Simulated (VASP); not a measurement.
# AlCo (Pm-3m) in VASP: a series of runs

The runs below take AlCo through relaxation of the atoms, relaxation of cell and atoms, with r2SCAN, PBE.

Program: VASP 6.6.1. These are calculated values, not measurements. Logs are shortened: lines on timing, memory, paths and dates and some standing lists are left out, and cuts for length are marked.

## (1) The structure

Symmetry: Pm-3m, No. 221, cubic system. The conventional cell has a = 2.819 Å, b = 2.819 Å, c = 2.819 Å, α = 90.00°, β = 90.00°, γ = 90.00°. Al (site symmetry m-3m) is surrounded by 8 Co at 2.44 Å. Around Co (site symmetry m-3m) lie 8 Al at 2.44 Å.

The cell is a database's computed one.

## (2) Relaxation of the atoms, r2SCAN (a relaxed cell with its volume scaled by 1.06)

INCAR

```
SYSTEM = AlCo
  PREC = Accurate
  ENCUT = 600
  EDIFF = 1E-7
  ISMEAR = 1
  SIGMA = 0.1
  LREAL = .FALSE.
  LASPH = .TRUE.
  NELM = 80
  ALGO = Normal
  ISIF = 2
  LWAVE = .FALSE.
  LCHARG = .FALSE.
  METAGGA = R2SCAN
  LMIXTAU = .TRUE.
  IBRION = 2
  NSW = 40
  EDIFFG = -0.01
```

KPOINTS

```
Automatic mesh
0
G
  14 14 14
  0 0 0
```

POSCAR

```
AlCo                                    
1.0
    2.8766883370     -0.0000000000     -0.0000000000
   -0.0000000000      2.8766883370     -0.0000000000
    0.0000000000     -0.0000000000      2.8766883370
  Al              Co            
     1     1
Direct
     0.0000000000000000    0.0000000000000000    0.0000000000000000
     0.5000000000000000    0.5000000000000000    0.5000000000000000
```

Potentials or basis: VASP PAW PBE potentials, release 64 (Al, Co).

Launch:

```bash
$ cat potpaw_PBE.64/Al/POTCAR potpaw_PBE.64/Co/POTCAR > POTCAR
$ mpirun -np 1 vasp_std > vasp.out
```

OUTCAR:

```text
SYSTEM = AlCo
   PREC = Accurate
   ENCUT = 600
   EDIFF = 1E-7
   ISMEAR = 1
   LREAL = .FALSE.
   LASPH = .TRUE.
   NELM = 80
   ISIF = 2
   METAGGA = R2SCAN
   IBRION = 2
   NSW = 40
   EDIFFG = -0.01

 ion  position               nearest neighbor table
   1  0.000  0.000  0.000-   2 2.49   2 2.49   2 2.49   2 2.49   2 2.49   2 2.49   2 2.49   2 2.49

   2  0.500  0.500  0.500-   1 2.49   1 2.49   1 2.49   1 2.49   1 2.49   1 2.49   1 2.49   1 2.49

  LATTYP: Found a simple cubic cell.
 ALAT       =     2.8766883370

  Lattice vectors:

 A1 = (   2.8766883370,   0.0000000000,   0.0000000000)
 A2 = (   0.0000000000,   2.8766883370,   0.0000000000)
 A3 = (   0.0000000000,   0.0000000000,   2.8766883370)

Analysis of symmetry for initial positions (statically):
=====================================================================
 Subroutine PRICEL returns:
 Original cell was already a primitive cell.

 Routine SETGRP: Setting up the symmetry group for a
 simple cubic supercell.

 Subroutine GETGRP returns: Found 48 space group operations
 (whereof 48 operations were pure point group operations)
 out of a pool of 48 trial point group operations.

The static configuration has the point symmetry O_h .

Analysis of symmetry for dynamics (positions and initial velocities):
=====================================================================
 Subroutine PRICEL returns:
 Original cell was already a primitive cell.

 Routine SETGRP: Setting up the symmetry group for a
 simple cubic supercell.

 Subroutine GETGRP returns: Found 48 space group operations
 (whereof 48 operations were pure point group operations)
 out of a pool of 48 trial point group operations.

The dynamic configuration has the point symmetry O_h .

 Subroutine INISYM returns: Found 48 space group operations
 (whereof 48 operations are pure point group operations),
 and found     1 'primitive' translations

----------------------------------------------------------------------------------------

                                     Primitive cell

  volume of cell :      23.8056

  direct lattice vectors                    reciprocal lattice vectors
     2.876688337  0.000000000  0.000000000     0.347621947  0.000000000  0.000000000
     0.000000000  2.876688337  0.000000000     0.000000000  0.347621947  0.000000000
     0.000000000  0.000000000  2.876688337     0.000000000  0.000000000  0.347621947

  length of vectors
     2.876688337  2.876688337  2.876688337     0.347621947  0.347621947  0.347621947

  position of ions in fractional coordinates (direct lattice)
     0.000000000  0.000000000  0.000000000
     0.500000000  0.500000000  0.500000000

  ion indices of the primitive-cell ions
   primitive index   ion index
                 1           1
                 2           2

----------------------------------------------------------------------------------------

 KPOINTS: Automatic mesh

Automatic generation of k-mesh.
 Grid dimensions read from file:
 generate k-points for:   14   14   14

 Generating k-lattice:

  Cartesian coordinates                     Fractional coordinates (reciprocal lattice)
     0.024830139  0.000000000  0.000000000     0.071428571  0.000000000  0.000000000
     0.000000000  0.024830139  0.000000000     0.000000000  0.071428571  0.000000000
     0.000000000  0.000000000  0.024830139     0.000000000  0.000000000  0.071428571

  Length of vectors
     0.024830139  0.024830139  0.024830139

  Shift w.r.t. Gamma in fractional coordinates (k-lattice)
     0.000000000  0.000000000  0.000000000

 Subroutine IBZKPT returns following result:
 ===========================================

 Found    120 irreducible k-points:

 Following reciprocal coordinates:
            Coordinates               Weight
  0.000000  0.000000  0.000000      1.000000
  0.071429  0.000000  0.000000      6.000000
  0.142857  0.000000  0.000000      6.000000
  0.214286  0.000000  0.000000      6.000000
  0.285714  0.000000  0.000000      6.000000
  0.357143  0.000000  0.000000      6.000000
[... 16 lines left out ...]
  0.285714  0.214286  0.000000     24.000000
  0.357143  0.214286  0.000000     24.000000
 [... further k-points ...]
   k-points           NKPTS =    120   k-points in BZ     NKDIM =    120   number of bands    NBANDS=     10
   number of dos      NEDOS =    301   number of ions     NIONS =      2
   total plane-waves  NPLWV =  13824
   dimension x,y,z NGX =    24 NGY =   24 NGZ =   24
   dimension x,y,z NGXF=    48 NGYF=   48 NGZF=   48
   ions per type =               1   1
   NGX,Y,Z   is equivalent  to a cutoff of  13.87, 13.87, 13.87 a.u.
   NGXF,Y,Z  is equivalent  to a cutoff of  27.74, 27.74, 27.74 a.u.
 SYSTEM =  AlCo
   PREC   = accura    normal or accurate (medium, high low for compatibility)
   ISTART =      0    job   : 0-new  1-cont  2-samecut
   ICHARG =      2    charge: 1-file 2-atom 10-const
   ISPIN  =      1    spin polarized calculation?
   LNONCOLLINEAR =      F non collinear calculations
   LSORBIT =      F    spin-orbit coupling
   LASPH  =      T    aspherical Exc in radial PAW
   ENCUT  =  600.0 eV  44.10 Ry    6.64 a.u.   5.75  5.75  5.75*2*pi/ulx,y,z
   NELM   =     80;   NELMIN=  2; NELMDL= -5     # of ELM steps
   EDIFF  = 0.1E-06   stopping-criterion for ELM
   LREAL  =      F    real-space projection
   EDIFFG = -.1E-01   stopping-criterion for IOM
   NSW    =     40    number of steps for IOM
   IBRION =      2    ionic relax: 0-MD 1-quasi-New 2-CG
   NFREE  =      1    steps in history (QN), initial steepest desc. (CG)
   ISIF   =      2    stress and relaxation
   ISYM   =      2    0-nonsym 1-usesym 2-fastsym
   POTIM  = 0.5000    time-step for ionic-motion
   TEBEG  =    0.0;   TEEND  =   0.0 temperature during run
   PSTRESS=    0.0 pullay stress
   NELECT =      12.0000    total number of electrons
   NUPDOWN=      -1.0000    fix difference up-down
   EMIN   =  10.00;   EMAX   =-10.00  energy-range for DOS
   EFERMI =   0.00;   METHOD = LEGACY
   ISMEAR =     1;   SIGMA  =   0.10  broadening in eV -4-tet -1-fermi 0-gaus
   EFERMI_NEDOS =   21; number of points for ismear=-14 and -15
   IALGO  =     38    algorithm
   IMIX   =      4    mixing-type and parameters
     AMIX     =   0.40;   BMIX     =  1.00
     AMIX_MAG =   1.60;   BMIX_MAG =  1.00
  volume/ion in A,a.u.               =      11.90        80.32
  Fermi-wavevector in a.u.,A,eV,Ry     =   1.302894  2.462113 23.096337  1.697533
  Thomas-Fermi vector in A             =   2.433932
   LORBIT       =      0    0 simple, 1 ext, 2 COOP (PROOUT), +10 PAW based schemes
   METAGGA = R2SCAN    functional components
   LHFCALC =     F    Hartree Fock is set to
   AEXX    =    0.0000 exact exchange contribution
   IVDW    =     0    specifies the selected vdW correction
   LEPSILON=     F    determine dielectric tensor
   LRPA    =     F    only Hartree local field effects (RPA)
 conjugate gradient relaxation of ions
 non-spin polarized calculation
 Methfessel and Paxton  Order N= 1 SIGMA  =   0.10
  energy-cutoff  :      600.00
  volume of cell :       23.81
 maximum number of plane-waves:       840
 NGX is ok and might be reduce to    24
   NGX = 11   NGY = 11   NGZ = 11

 number of electron      12.0000001 magnetization

 Free energy of the ion-electron system (eV)
  ---------------------------------------------------
  ext. energy  EPLUGINS =         0.00000000
  ---------------------------------------------------
  free energy    TOTEN  =       -21.03459639 eV

  energy without entropy =      -21.03508514  energy(sigma->0) =      -21.03475931

 E-fermi :  10.1630     XC(G=0): -13.1067

 val. band max:       10.1505778521   @ k =   0.4286   0.4286   0.0714
 cond. band min:      10.1653930004   @ k =   0.5000   0.3571   0.0000
 fundamental gap:      0.0148151484
 Fermi energy:        10.1630217715

 k-point     1 :       0.0000    0.0000    0.0000
  band No.  band energies     occupation
      1      -1.3913      2.00000
      2       7.2052      2.00000
      3       7.2052      2.00000
      4       9.0890      2.00000
      5       9.0890      2.00000
      6       9.0891      2.00000
      7      16.3025      0.00000
      8      16.3025      0.00000
      9      16.3025      0.00000
     10      19.0056      0.00000

 k-point     2 :       0.0714    0.0000    0.0000
  band No.  band energies     occupation
      1      -1.2914      2.00000
      2       7.1904      2.00000
      3       7.2335      2.00000
      4       9.0385      2.00000
      5       9.0385      2.00000
      6       9.0944      2.00000
      7      15.3158      0.00000
      8      16.4395      0.00000
      9      16.4395      0.00000
     10      18.9986      0.00000

 k-point     3 :       0.1429    0.0000    0.0000
  band No.  band energies     occupation
      1      -0.9932      2.00000
      2       7.1152      2.00000
      3       7.3138      2.00000
      4       8.9026      2.00000
      5       8.9026      2.00000
      6       9.1091      2.00000
      7      13.7163      0.00000
      8      16.8353      0.00000
      9      16.8353      0.00000
     10      18.9777      0.00000
[... 248 lines left out ...]
 k-point    23 :       0.2857    0.2143    0.0000
  band No.  band energies     occupation
      1       1.0087      2.00000
      2       6.7059      2.00000
      3       7.3800      2.00000
      4       8.2735      2.00000
      5       8.5894      2.00000
      6       8.8297      2.00000
      7      11.5377     -0.00000
      8      14.0335      0.00000
      9      19.3179      0.00000
     10      19.7879      0.00000

 k-point    24 :       0.3571    0.2143    0.0000
  band No.  band energies     occupation
      1       1.8169      2.00000
      2       5.9234      2.00000
      3       7.5847      2.00000
      4       8.2098      2.00000
      5       8.4441      2.00000
      6       8.8536      2.00000
      7      10.8148     -0.00000
      8      14.6566      0.00000
      9      18.7463      0.00000
     10      20.2358      0.00000

 [... further k-points ...]

------------------------ aborting loop because EDIFF is reached ----------------------------------------

  FORCE on cell =-STRESS in cart. coord.  units (eV):
  Direction    XX          YY          ZZ          XY          YZ          ZX
  --------------------------------------------------------------------------------------
  -------------------------------------------------------------------------------------
  Total       -1.5284238     -1.5284238     -1.5284238      0.0000000      0.0000000     -0.0000000
  in kB     -102.8669702   -102.8669702   -102.8669702      0.0000000      0.0000000     -0.0000000
  external PRESSURE =    -102.8669702 kB  Pullay stress =       0.0000000 kB

 VOLUME and BASIS-vectors are now :
 -----------------------------------------------------------------------------
  energy-cutoff  :      600.00
  volume of cell :       23.81
      direct lattice vectors                 reciprocal lattice vectors
     2.876688337  0.000000000  0.000000000     0.347621947  0.000000000  0.000000000
     0.000000000  2.876688337  0.000000000     0.000000000  0.347621947  0.000000000
     0.000000000  0.000000000  2.876688337     0.000000000  0.000000000  0.347621947

 POSITION                                       TOTAL-FORCE (eV/Angst)
 -----------------------------------------------------------------------------------
      0.00000      0.00000      0.00000         0.000000      0.000000      0.000000
      1.43834      1.43834      1.43834         0.000000      0.000000      0.000000
 -----------------------------------------------------------------------------------
    total drift:                                0.000000      0.000000     -0.000000

  FREE ENERGIE OF THE ION-ELECTRON SYSTEM (eV)
  ---------------------------------------------------
  free  energy   TOTEN  =       -21.0345963927 eV

  energy  without entropy=      -21.0350851351  energy(sigma->0) =      -21.03475931

 reached required accuracy - stopping structural energy minimisation
```

It took 33 s on 1 thread of Intel Xeon 6975P-C (Granite Rapids), shared host; peak memory 0.17 GiB.

Results:

| Quantity | Value |
| --- | --- |
| Free energy | -21.0346 eV |
| Pressure after relaxing | -10.3 GPa |
| Band gap on the k mesh | none (metal or under the smearing width) |

Final structure:
```
Al Co
1.0
     2.87669    0.00000    0.00000
     0.00000    2.87669    0.00000
     0.00000    0.00000    2.87669
Al Co
1 1
Direct
  0.00000 0.00000 0.00000
  0.50000 0.50000 0.50000
```

Caveat: the relaxation stopped at its first step, so nothing moved; the PAW data sets were made with another functional, which shifts forces and pressure a little. Spin polarisation is off, so any magnetic state and its effect on volume and gap are missing.

## (3) Relaxation of cell and atoms, PBE

INCAR

```
SYSTEM = AlCo
  ALGO = Normal
  EDIFF = 1E-6
  EDIFFG = -0.01
  ENCUT = 300
  GGA = PE
  IBRION = 2
  ISIF = 3
  ISMEAR = 1
  LASPH = .True.
  LCHARG = .False.
  LREAL = .False.
  LWAVE = .False.
  NELM = 80
  NSW = 90
  PREC = Accurate
  SIGMA = 0.1
```

KPOINTS

```
k-points
0
Gamma
  7 7 7
  0 0 0
```

POSCAR

```
AlCo
1.0
    2.8194032100      0.0000000000      0.0000000000
    0.0000000000      2.8194032100      0.0000000000
    0.0000000000      0.0000000000      2.8194032100
Al Co
1 1
Direct
    0.0000000000      0.0000000000      0.0000000000
    0.5000000000      0.5000000000      0.5000000000
```

Potentials or basis: VASP PAW PBE potentials, release 64 (Al, Co).

Launch:

```bash
$ cat potpaw_PBE.64/Al/POTCAR potpaw_PBE.64/Co/POTCAR > POTCAR
$ mpirun -np 1 vasp_std > vasp.out
```

OUTCAR:

```text
SYSTEM = AlCo
   EDIFF = 1E-6
   EDIFFG = -0.01
   ENCUT = 300
   GGA = PE
   IBRION = 2
   ISIF = 3
   ISMEAR = 1
   LASPH = .True.
   LREAL = .False.
   NELM = 80
   NSW = 90
   PREC = Accurate

 ion  position               nearest neighbor table
   1  0.000  0.000  0.000-   2 2.44   2 2.44   2 2.44   2 2.44   2 2.44   2 2.44   2 2.44   2 2.44

   2  0.500  0.500  0.500-   1 2.44   1 2.44   1 2.44   1 2.44   1 2.44   1 2.44   1 2.44   1 2.44

  LATTYP: Found a simple cubic cell.
 ALAT       =     2.8194032100

  Lattice vectors:

 A1 = (   2.8194032100,   0.0000000000,   0.0000000000)
 A2 = (   0.0000000000,   2.8194032100,   0.0000000000)
 A3 = (   0.0000000000,   0.0000000000,   2.8194032100)

Analysis of symmetry for initial positions (statically):
=====================================================================
[... 178 lines left out ...]
  Total        0.9078053      0.9078053      0.9078053     -0.0000000      0.0000000     -0.0000000
  in kB       64.8980590     64.8980590     64.8980590     -0.0000000      0.0000000     -0.0000000
  external PRESSURE =      64.8980590 kB  Pullay stress =       0.0000000 kB
[... 59 lines left out ...]
--------------------------------------- Ionic step        3  -------------------------------------------

 number of electron      11.9999954 magnetization

 Free energy of the ion-electron system (eV)
  ---------------------------------------------------
  ext. energy  EPLUGINS =         0.00000000
  ---------------------------------------------------
  free energy    TOTEN  =       -11.99270664 eV

  energy without entropy =      -11.99245944  energy(sigma->0) =      -11.99262424

 E-fermi :  10.5172     XC(G=0): -12.2682

 val. band max:       10.4946902409   @ k =   0.4286   0.4286   0.0000
 cond. band min:      10.6990321365   @ k =   0.4286   0.4286   0.1429
 fundamental gap:      0.2043418956
 Fermi energy:        10.5172275431

 k-point     1 :       0.0000    0.0000    0.0000
  band No.  band energies     occupation
      1      -0.4990      2.00000
      2       7.6091      2.00000
      3       7.6091      2.00000
      4       9.7226      2.00000
      5       9.7226      2.00000
      6       9.7226      2.00000
      7      16.5421      0.00000
      8      16.5421      0.00000
      9      16.5421      0.00000
     10      19.3368      0.00000
[... 274 lines left out ...]
  FREE ENERGIE OF THE ION-ELECTRON SYSTEM (eV)
  ---------------------------------------------------
  free  energy   TOTEN  =       -11.9927066368 eV

  energy  without entropy=      -11.9924594381  energy(sigma->0) =      -11.99262424

 reached required accuracy - stopping structural energy minimisation
```

OSZICAR:

```text
N       E                     dE             d eps       ncg     rms          rms(c)
DAV:   1     0.239260344072E+02    0.23926E+02   -0.38136E+03   408   0.781E+02
DAV:   2    -0.128486251496E+02   -0.36775E+02   -0.34352E+02   404   0.157E+02
DAV:   3    -0.136468537477E+02   -0.79823E+00   -0.79437E+00   494   0.289E+01
[... 23 lines left out ...]
DAV:   3    -0.120003275727E+02    0.48629E+00   -0.39099E+00   440   0.265E+01    0.710E-01
DAV:   4    -0.119937148963E+02    0.66127E-02   -0.24310E-02   420   0.149E+00    0.271E-01
DAV:   5    -0.119927091512E+02    0.10057E-02   -0.27664E-03   602   0.570E-01    0.552E-02
DAV:   6    -0.119927072275E+02    0.19237E-05   -0.44475E-05   414   0.803E-02    0.204E-02
DAV:   7    -0.119927066368E+02    0.59065E-06   -0.12968E-06   244   0.976E-03
   3 F= -.11992707E+02 E0= -.11992624E+02  d E =-.142668E-01
```

CONTCAR:

```text
AlCo
   1.00000000000000
     2.8499812051745073    0.0000000000000000   -0.0000000000000000
    -0.0000000000000000    2.8499812051745073   -0.0000000000000000
     0.0000000000000000    0.0000000000000000    2.8499812051745073
  Al              Co
     1     1
Direct
     0.0000000000000000    0.0000000000000000    0.0000000000000000
     0.5000000000000000    0.5000000000000000    0.5000000000000000

  0.00000000E+00  0.00000000E+00  0.00000000E+00
  0.00000000E+00  0.00000000E+00  0.00000000E+00
```

Wall time 3 s (1 thread of Intel Xeon 6975P-C (Granite Rapids), shared host); peak memory 0.11 GiB.

These settings aren't checked as converged: the numbers below hold their error.

Results:

| Item | Value |
| --- | --- |
| Free energy | -11.9927 eV |
| Relaxed volume | 11.57 Å³/atom |
| Relaxed cell | a = 2.850 Å, b = 2.850 Å, c = 2.850 Å, α = 90.00°, β = 90.00°, γ = 90.00° |
| Space group after relaxing (to 0.05 Å) | Pm-3m (No. 221) |
| Energy gained by relaxing | 7.1 meV/atom |
| Ionic steps | 3 |
| Band gap on the k mesh | none (metal or under the smearing width) |

Caveat: the cutoff is under 1.25 times the usual one of these potentials, so pressure, stress and relaxed cells hold a basis-set (Pulay) error.

## (4) Relaxation of cell and atoms, PBE

This run uses another cell than the first one, of 11.57 Å³/atom, 1.033 times its volume.

Edit INCAR of step 3 so:

```diff
@@ -2,4 +2,4 @@
   ALGO = Normal
-  EDIFF = 1E-6
-  EDIFFG = -0.01
+  EDIFF = 1E-7
+  EDIFFG = -0.005
   ENCUT = 300
```

KPOINTS is that of step 3.

POSCAR

```
AlCo                                    
1.0
    2.8499812052      0.0000000000     -0.0000000000
   -0.0000000000      2.8499812052     -0.0000000000
    0.0000000000      0.0000000000      2.8499812052
  Al              Co            
     1     1
Direct
     0.0000000000000000    0.0000000000000000    0.0000000000000000
     0.5000000000000000    0.5000000000000000    0.5000000000000000
```

Launch:

```bash
$ cat potpaw_PBE.64/Al/POTCAR potpaw_PBE.64/Co/POTCAR > POTCAR
$ mpirun -np 1 vasp_std > vasp.out
```

It took 2.9 s on 1 thread of Intel Xeon 6975P-C (Granite Rapids), shared host; peak memory 0.11 GiB.

The run converged, but some of its settings lie outside the range that counts as converged, so its numbers aren't taken as properties of the crystal.

Results:

```yaml
Free_energy: -11.9940 eV
Relaxed_volume: 11.58 Å³/atom
Relaxed_cell: a = 2.850 Å, b = 2.850 Å, c = 2.850 Å, α = 90.00°, β = 90.00°, γ = 90.00°
Space_group_after_relaxing_to_0.05_Å: Pm-3m (No. 221)
Energy_gained_by_relaxing: 0.0 meV/atom
Ionic_steps: 3
Band_gap_on_the_k_mesh: none (metal or under the smearing width)
```

Caveat: the cutoff is under 1.25 times the usual one of these potentials, so pressure, stress and relaxed cells hold a basis-set (Pulay) error.
